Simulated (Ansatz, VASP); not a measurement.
## Two plane-wave programs on C

File INCAR:

```
  PREC = Accurate
  ENCUT = 520
  EDIFF = 1E-6
  ISMEAR = -1
  SIGMA = 0.05
  LREAL = False
  LASPH = True
  NELM = 60
  ALGO = Normal
  ISIF = 2
  LWAVE = False
  LCHARG = True
  GGA = PS
  LELF = True
  LVHAR = True
  NBANDS = 11
```

The input KPOINTS:

```
regular mesh
0
Gamma
  13 13 8
```

File POSCAR:

```
C
1.0
    2.1130425595     -1.2200386853      0.0000000000
    2.1130425595      1.2200386853      0.0000000000
   -1.3698138511      0.0000000000      3.4793204435
C
2
Direct
    0.1666444700      0.1666444700      0.9999069600
    0.8333555300      0.8333555300      0.0000930400
```

File input.yaml:

```yaml
crystal:
  lattice:
    - [2.1130425595, -1.2200386853, 0.0]
    - [2.1130425595, 1.2200386853, 0.0]
    - [-1.3698138511, 0.0, 3.4793204435]
  atoms:
    - { symbol: C, position: [0.16664447, 0.16664447, 0.99990696] }
    - { symbol: C, position: [0.83335553, 0.83335553, 9.304e-05] }
hamiltonian:
  xc: pbesol
  pseudopotentials: { kind: paw }
kpoints:
  mp_grid: { grid: [13, 13, 8] }
scf:
  occupations: { method: fermi_dirac, width: 0.05 }
output:
  forces: true
  stress: true
  eigenvalues: true
```

This is a stacking variant of graphite.

Alike in both runs: task single point; functional PBEsol; k mesh 13 × 13 × 8; occupations fermi-dirac, width 0.05 eV; no spin polarisation.

|  | VASP | Ansatz |
| --- | --- | --- |
| version | VASP 6.6.1 | Ansatz 0.2.0 |
| potentials or method | VASP PAW PBE potentials, release 64 (C) | Ansatz PAW |
| plane-wave cutoff (eV) | 520 | 420 |
| valence electrons in the cell | 8 | 8 |

|  | VASP | Ansatz | Ansatz less VASP |
| --- | --- | --- | --- |
| gap on the k mesh at the Fermi level (eV) | 0.92 | 0.92 | +0.001 |
| least direct gap on the mesh (eV) | 0.93 | 0.93 | 0.000 |
| pressure (GPa) | 7.3 | 6.6 | -0.66 |
| largest component of the traceless stress (GPa) | 6.72 | 5.97 | -0.755 |

Caveats: this functional lacks dispersion, which binds the layers, so the pressure and a relaxed spacing across them are unreliable; the PAW data sets were made with another functional, which shifts forces and pressure a little (VASP); an odd mesh through Γ misses points on the zone boundary, where band edges often lie (VASP); odd divisions of the mesh miss points on the zone boundary, where band edges often lie, so the gap on the mesh can be too wide (Ansatz); the pressure holds a Pulay correction of +0.5 GPa for the finite cutoff (Ansatz); the PAW data sets come from PBE, with cores solved anew for the run's functional, which leaves a small shift of forces and pressure (Ansatz).
